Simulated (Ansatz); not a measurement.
Elastic constants of NaI (Fm-3m) under pressure

```yaml
crystal:
  lattice:
    - [0.00000, 3.20026, 3.20026]
    - [3.20026, 0.00000, 3.20026]
    - [3.20026, 3.20026, 0.00000]
  atoms:
    - { symbol: Na, position: [0.00000, 0.00000, 0.00000] }
    - { symbol: I, position: [0.50000, 0.50000, 0.50000] }
```

This is the zero-pressure cell. At each pressure cell and atoms are relaxed in this structure, and the constants are slopes of the stress at strains of ±0.005 with relaxed ions (the coefficients that govern stability under load). Level: PBEsol, PAW on Ansatz 0.2.0's default frozen-core files (fitted under PBE), scalar-relativistic; k mesh 8×8×8, strains of ±0.005, fixed occupations, cutoff 420 eV. P is the pressure of the relaxed cell, less that of this one.

```tsv
P (GPa)	V/V₀	C11 (GPa)	C12 (GPa)	C44 (GPa)
0.00	1.0000	36.2	7.6	6.8
1.03	0.9486	47.2	9.3	7.1
1.97	0.9119	56.8	10.8	7.3
3.97	0.8533	76.2	13.7	7.7
6.97	0.7922	103.6	18.0	8.2
9.96	?	?	?	?
14.96	0.6940	172.0	28.7	9.2
```

Task: Does the bulk modulus from the constants agree with the pressure-volume curve?

Result: A third-order Birch-Murnaghan fit to the volumes shown (F against f, f = [(V₀/V)^(2/3) − 1]/2) gives B₀ = 17.2 GPa and B′ = 4.7. Its −V dP/dV stands beside (C11 + 2C12)/3:

```
P (GPa)  from P(V)  from the constants
   0.00       17.2                17.2
   1.03       21.9                21.9
   1.97       26.0                26.1
   3.97       34.5                34.5
   6.97       46.4                46.5
  14.96       77.0                76.4
```

Task: What are the pressure derivatives at zero pressure?

Result: Slopes at V₀ of quadratic fits in −ln(V/V₀) through the first four rows shown, divided by B₀: dC11/dP = 10.7, dC12/dP = 1.6, dC44/dP = 0.3. The mean slopes up to 2.0 GPa are 10.4, 1.6, 0.2; curvature and scatter of the constants part the two. The combination (dC11/dP + 2 dC12/dP)/3 = 4.6 stands against B′.

Task: Fill the row at 9.96 GPa.

Result: Cubic fits in −ln(V/V₀) through all rows shown give C11 = 130.1, C12 = 22.1, C44 = 8.6 GPa. Computed: V/V₀ = 0.7479, C11 (GPa) = 129.9, C12 (GPa) = 22.1, C44 (GPa) = 8.6.

Task: Does a shear stiffness soften?

Result: C44 goes from 6.8 to 9.2 GPa; (C11 − C12)/2 goes from 14.3 to 71.6 GPa. Neither ends more than 3 % under its start, and the lattice stays mechanically stable over this range.

Limits of these numbers: no other phase was computed; many crystals of this kind change structure within this range, and rows or crossings beyond such a change describe a metastable lattice; frozen-core PAW files fitted under PBE, their cores solved anew for the functional of the run; phonons weren't checked at these pressures.
